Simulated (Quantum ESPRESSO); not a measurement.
**Ru: band structure with PBE**

The system is Ru.

```
Ru
1.0
     2.70580    0.00000    0.00000
    -1.35290    2.34329    0.00000
     0.00000    0.00000    4.28190
Ru
2
Direct
  0.66667 0.33333 0.75000
  0.33333 0.66667 0.25000
```

```yaml
Program: Quantum ESPRESSO 7.5
Task: band structure
Functional: PBE
Potentials_or_basis: JTH 2.0 PBE
Cutoff: 490 eV
Density_cutoff: 2939 eV
k_mesh: 11 × 11 × 6
Occupations: fermi-dirac, width 0.05 eV
Spin: no spin polarisation
Mixing_beta: 0.5
Most_SCF_iterations: 120
SCF_threshold: 4e-10 Ry
```

```
Pressure               : 4.9 GPa
Band gap on the k mesh : none (metal or under the smearing width)
```

Levels at the corners of the path, in eV from the Fermi level:
```tsv
point	band 12	band 13	band 14	band 15	band 16	band 17	band 18	band 19	band 20	band 21
Γ	-2.53	-2.36	-1.85	-1.85	-1.33	-1.33	1.24	1.24	1.44	10.30
M	-2.95	-2.00	-1.69	-1.45	1.48	1.90	1.97	4.14	6.20	11.13
K	-3.69	-2.77	-2.77	-1.00	1.07	1.07	1.50	7.10	7.30	7.30
Γ	-2.53	-2.36	-1.85	-1.85	-1.33	-1.33	1.24	1.24	1.44	10.30
A	-2.70	-2.70	-2.70	-2.63	-2.63	0.61	0.61	0.61	0.61	14.58
L	-4.47	-0.99	-0.99	0.54	0.54	1.74	1.74	3.50	3.50	10.56
H	-4.04	-2.63	-2.63	-1.12	-1.12	1.28	1.28	8.54	8.54	10.75
A	-2.70	-2.70	-2.70	-2.63	-2.63	0.61	0.61	0.61	0.61	14.58
L	-4.47	-0.99	-0.99	0.54	0.54	1.74	1.74	3.50	3.50	10.56
M	-2.95	-2.00	-1.69	-1.45	1.48	1.90	1.97	4.14	6.20	11.13
K	-3.69	-2.77	-2.77	-1.00	1.07	1.07	1.50	7.10	7.30	7.30
H	-4.04	-2.63	-2.63	-1.12	-1.12	1.28	1.28	8.54	8.54	10.75
```

Wall time 29 s on 1 thread of Arm Neoverse V1 (shared host), peak memory 0.09 GiB.

Caveat: the cutoff is low for these files, which shifts pressure and relaxed volume.
